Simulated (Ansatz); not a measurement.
# Al (Fm-3m) in Ansatz: reference runs

Reference runs on Al: the cell as given and a disturbed copy.

Program: Ansatz 0.2.0. These are calculated values, not measurements. Logs are shortened: lines on timing, memory, paths and dates and some standing lists are left out, and cuts for length are marked.

### Step 1. The crystal as given

The structure is cubic, space group Fm-3m (No. 225). Conventional cell: a = 4.050 Å, b = 4.050 Å, c = 4.050 Å, α = 90.00°, β = 90.00°, γ = 90.00°. Al (site symmetry m-3m) is surrounded by 12 Al at 2.86 Å.

### Step 2. Single point, PBEsol

File input.yaml:

```yaml
crystal:
  lattice:
    - [0.0, 2.024805, 2.024805]
    - [2.024805, 0.0, 2.024805]
    - [2.024805, 2.024805, 0.0]
  atoms:
    - { symbol: Al, position: [0.0, 0.0, 0.0] }
kpoints:
  mp_grid: { grid: [11, 11, 11] }
scf:
  occupations: { method: fermi_dirac, width: 0.05 }
hamiltonian:
  xc: pbesol
  pseudopotentials: { kind: all_electron, lapw: { basis_error: 0.001 } }
output:
  forces: true
  stress: true
  eigenvalues: true
  populations: true
```

Potentials or basis: all-electron LAPW, scalar-relativistic.

On the command line:

```bash
ansatz run input.yaml --threads 1 --pin off --max-ram 3072MiB --backend cpu --events-out ev --progress --plain --runs-dir out
```

Log:

```text
Warning: RAYON_NUM_THREADS=1 ignored (pool sized by the plan → 1); use --threads N
Al: projections on atomic orbitals take those of the free atom 1s2 2s2 2p6 3s2 3p1, of charge +0.00 (hamiltonian.pseudopotentials.projection_atoms)
LAPW: plane waves up to 5.851 Å⁻¹, error target 1.0e-3 eV per atom; small_component_spin mean_spin; Al in spheres of 1.432 Å, 11 of its electrons in bands, Dirac shells [] (how accurate: hamiltonian.pseudopotentials.lapw.basis_error, Limitations)
Engine: ansatz 0.2.0, aarch64-unknown-linux-gnu
Pseudopotentials: kind: all_electron
Pseudopotential: Al, LAPW, valence charge 11, lapw/all_electron/scalar/gaussian/Al, Koelling and Harmon's equation, gaussian nucleus
Functional definition: PBEsol
  exchange = pbesol_x
  correlation = pbesol_c
Crystal: 1 atoms, lattice volume = 16.603 Å³
Basis set: ecut = 130.4276342486838 eV, 59 PW (Γ), exchange–correlation at level 2
Bands: 10, of which v1, the nominal top of the filled ones, is band 6 counted from 1 (5 counted from 0)
Symmetry: 48 space group operations
Space group: Fm-3m (ITA 225), of the structure as read, at distance tolerance 2.6e-5 Å
k-points: 56 of 1331
Non-local potential: Al, projectors of the file, none
Initial density: superposition of atomic densities (chi_scale 0.1, normalization cell)
Initial wavefunctions: plane waves of lowest kinetic energy (no species holds an atomic orbital)
Functional: x = pbesol(κ = 0.804, μ = 0.12345679012345678), c = pbesol(β = 0.046)
iter 1 solved again at ethr=9.35e-5 eV; its pass at ethr=1.00e-1 eV (dr2=1.03e-2 eV) is discarded
SCF iter   1: F=—  HF=-6594.612940 eV  |F-HF|=—  |Δ(HF+E_count)|=         —  Δρ=1.06e-2  dr2=1.04e-2  ethr=9.35e-5  ⟨swp⟩=3.2  Hψ=4304  notcnv=0
preconditioner: auto → none  [metal: Δε(μ)=0.046 eV  Ē_g=13.189 eV  σ=0.050 eV  W_gap=0.23  n_scr=0 (ndim 8)  ℏωp=15.8 eV  f_vac=0.000  D(μ)=0.53/eV (n_scr^D=0)]
SCF iter   2: F=—  HF=-6594.590542 eV  |F-HF|=—  |Δ(HF+E_count)|=   2.24e-2  Δρ=4.99e-3  dr2=2.33e-3  ethr=9.35e-5  ⟨swp⟩=2.0  Hψ=1556  notcnv=0
iter 3 solved again at ethr=8.44e-8 eV; its pass at ethr=2.12e-5 eV (dr2=9.28e-6 eV) is discarded
SCF iter   3: F=—  HF=-6594.585775 eV  |F-HF|=—  |Δ(HF+E_count)|=   4.77e-3  Δρ=2.79e-4  dr2=9.25e-6  ethr=8.44e-8  ⟨swp⟩=2.2  Hψ=2660  notcnv=0
SCF iter   4: F=—  HF=-6594.585756 eV  |F-HF|=—  |Δ(HF+E_count)|=   1.92e-5  Δρ=5.82e-5  dr2=5.50e-7  ethr=8.41e-8  ⟨swp⟩=2.0  Hψ=1539  notcnv=0
SCF iter   5: F=-6594.585756 eV  HF=-6594.585756 eV  |F-HF|=1.73e-9  |Δ(HF+E_count)|=   6.67e-9  Δρ=1.40e-6  dr2=1.14e-10  ethr=5.00e-9  ⟨swp⟩=2.0  Hψ=1539  notcnv=0
SCF 1 converged in 5 iterations: F = -6594.585756 eV  dr2 = 1.14e-10
SCF converged after 5 iterations
Free energy (F): -6594.585756 eV
Harris-Foulkes:  -6594.585756 eV  (|F-HF|=1.73e-9)
Internal energy: -6594.581756 eV  (E = F + TS)
E sigma→0 (E₀):  -6594.583756 eV
Entropy (-TS):   -0.004000 eV (-4.000 meV/atom)
Fermi energy:    9.699008 eV
--- Per-component energies (eV) ---
  E_band       = -501.175870
  E_kinetic    = 6605.921479
  E_xc         = -493.683053
  E_electrostatic = -12706.820182  (all electrons and nuclei)
  E_smearing   = -0.004000  (= −TS)
  E_closure    = 0.000000  (closes the sum)
  E_atoms      = -6590.488843  (free atoms, spherical and without spin; not in F)
  Σ components = -6594.585756   (vs F -6594.585756, Δ=0.00e0)
  Basis errors (estimates in eV, not in F): energy 2.9e-4 per atom: plane waves 2.7e-4 (1.4e-4 summed), levels above the bands 7.6e-124, relativity 2.9e-9, radial functions 1.9e-5, core shells 1.4e-16; eigenvalues (radial functions only) 5.7e-5; not estimated: angular momenta, meshes, grids; target (lapw.basis_error) 1.0e-3; muffin-tin radii Al 1.432 Å
--- Forces (eV/Å), atoms counted from 1 ---
  atom   1  Al    -0.00000000     0.00000000    -0.00000000
  max |Σ_I F_I| component: 4.11e-33 eV/Å
--- Stress (GPa, compression-positive) ---
       -1.917625       0.000000       0.000000
        0.000000      -1.917625       0.000000
        0.000000       0.000000      -1.917625
  P = ⅓ Tr σ = -1.9176 GPa (-19.176 kbar)
--- Band table (eV; the first three rows and the last of 56) ---
  k-point 0: bands = ["-93.3696", "-55.0385", "-55.0385", "-55.0385", "-1.3969", "22.2567", "22.2567", "22.2567", "23.6828", "23.6828"]
  k-point 1: bands = ["-93.3694", "-55.0402", "-55.0388", "-55.0388", "-1.1732", "19.3414", "21.6060", "21.6060", "24.3771", "24.6690"]
  k-point 2: bands = ["-93.3688", "-55.0449", "-55.0395", "-55.0395", "-0.5042", "15.7039", "20.8726", "20.8726", "24.1542", "25.4885"]
  k-point 55: bands = ["-93.3660", "-55.0540", "-55.0528", "-55.0467", "8.3043", "8.5623", "9.9546", "11.8332", "23.5453", "26.3601"]
--- Löwdin populations: 1 site ---
  site symbol       q [e]
     0     Al     12.9552
  spilling = 0.003444 (of n_electrons = 13.000000)
```

populations.tsv:

```text
# site	symbol	l	j	q
# orbitals = lowdin
# n_electrons = 13.000000
# spilling = 0.003444
# projection_atom_Al: 1s2 2s2 2p6 3s2 3p1
0	Al	0_1S	-	1.999775
0	Al	0_2S	-	1.981735
0	Al	0_3S	-	0.960162
0	Al	1_2P	-	5.994656
0	Al	1_3P	-	2.018907
```

Wall time 2.2 s (1 thread of Arm Neoverse V2, shared host); peak memory 0.19 GiB.

Results:

```
Free energy            : -6594.5858 eV
Pressure               : -1.9 GPa
Band gap on the k mesh : none (metal or under the smearing width)
```

Levels at points of the mesh, in eV from the Fermi level:
```tsv
k point	band 5	band 6	band 7	band 8	band 9
(0.00, 0.00, 0.00)	-11.10	12.56	12.56	12.56	13.98
```

### Step 3. Single point, PBEsol (cell strained at random at fixed volume)

input.yaml: that of step 2 with these lines changed.

```diff
@@ -2,7 +2,7 @@
   lattice:
-    - [0.0, 2.024805, 2.024805]
-    - [2.024805, 0.0, 2.024805]
-    - [2.024805, 2.024805, 0.0]
+    - [0.047894, 1.969142, 2.026853]
+    - [2.043256, -0.008354, 2.083101]
+    - [2.040582, 2.022715, -0.005679]
   atoms:
-    - { symbol: Al, position: [0.0, 0.0, 0.0] }
+    - { symbol: Al, position: [0.005978, -0.013119, 0.021168] }
 kpoints:
```

Potentials or basis: all-electron LAPW, scalar-relativistic.

On the command line:

```bash
ansatz run input.yaml --threads 1 --pin off --max-ram 3072MiB --backend cpu --events-out ev --progress --plain --runs-dir out
```

Log:

```text
Warning: RAYON_NUM_THREADS=1 ignored (pool sized by the plan → 1); use --threads N
Al: projections on atomic orbitals take those of the free atom 1s2 2s2 2p6 3s2 3p1, of charge +0.00 (hamiltonian.pseudopotentials.projection_atoms)
LAPW: plane waves up to 6.033 Å⁻¹, error target 1.0e-3 eV per atom; small_component_spin mean_spin; Al in spheres of 1.405 Å, 11 of its electrons in bands, Dirac shells [] (how accurate: hamiltonian.pseudopotentials.lapw.basis_error, Limitations)
[... 6 set-up lines as earlier in the session ...]
Crystal: 1 atoms, lattice volume = 16.603 Å³
Basis set: ecut = 138.65395246379856 eV, 59 PW (Γ), exchange–correlation at level 2
Bands: 10, of which v1, the nominal top of the filled ones, is band 6 counted from 1 (5 counted from 0)
Symmetry: 2 space group operations
Space group: P-1 (ITA 2), of the structure as read, at distance tolerance 2.6e-5 Å
[... 27 lines left out ...]
  E_closure    = 0.000000  (closes the sum)
  E_atoms      = -6590.488843  (free atoms, spherical and without spin; not in F)
  Σ components = -6594.580524   (vs F -6594.580524, Δ=0.00e0)
  Basis errors (estimates in eV, not in F): energy 3.0e-4 per atom: plane waves 2.7e-4 (1.4e-4 summed), levels above the bands 3.1e-122, relativity 2.3e-8, radial functions 2.8e-5, core shells 2.3e-13; eigenvalues (radial functions only) 4.2e-5; not estimated: angular momenta, meshes, grids; target (lapw.basis_error) 1.0e-3; muffin-tin radii Al 1.405 Å
--- Forces (eV/Å), atoms counted from 1 ---
  atom   1  Al     0.00000000     0.00000000     0.00000000
  max |Σ_I F_I| component: 0.00e0 eV/Å
--- Stress (GPa, compression-positive) ---
       -0.843934      -0.718583      -1.151193
       -0.718583      -0.935283       1.508478
       -1.151193       1.508478      -3.386592
  P = ⅓ Tr σ = -1.7219 GPa (-17.219 kbar)
--- Band table (eV; the first three rows and the last of 666) ---
  k-point 0: bands = ["-93.3678", "-55.0408", "-55.0378", "-55.0308", "-1.3982", "21.7169", "21.9836", "23.0694", "23.1816", "23.3134"]
  k-point 1: bands = ["-93.3676", "-55.0417", "-55.0389", "-55.0311", "-1.1787", "18.9883", "21.2086", "22.2392", "24.1797", "24.3779"]
  k-point 2: bands = ["-93.3671", "-55.0452", "-55.0404", "-55.0319", "-0.5222", "15.4019", "20.5057", "21.5110", "24.3985", "24.9379"]
  k-point 665: bands = ["-93.3645", "-55.0558", "-55.0457", "-55.0424", "5.2847", "6.2440", "17.7096", "18.7659", "20.7392", "22.2808"]
--- Löwdin populations: 1 site ---
  site symbol       q [e]
     0     Al     12.9560
  spilling = 0.003383 (of n_electrons = 13.000000)
```

Run time: 14 s. Hardware: 1 thread of Arm Neoverse V2, shared host; peak memory 0.36 GiB.

What came out:

```yaml
Free_energy: -6594.5805 eV
Pressure: -1.7 GPa
Band_gap_on_the_k_mesh: none (metal or under the smearing width)
```
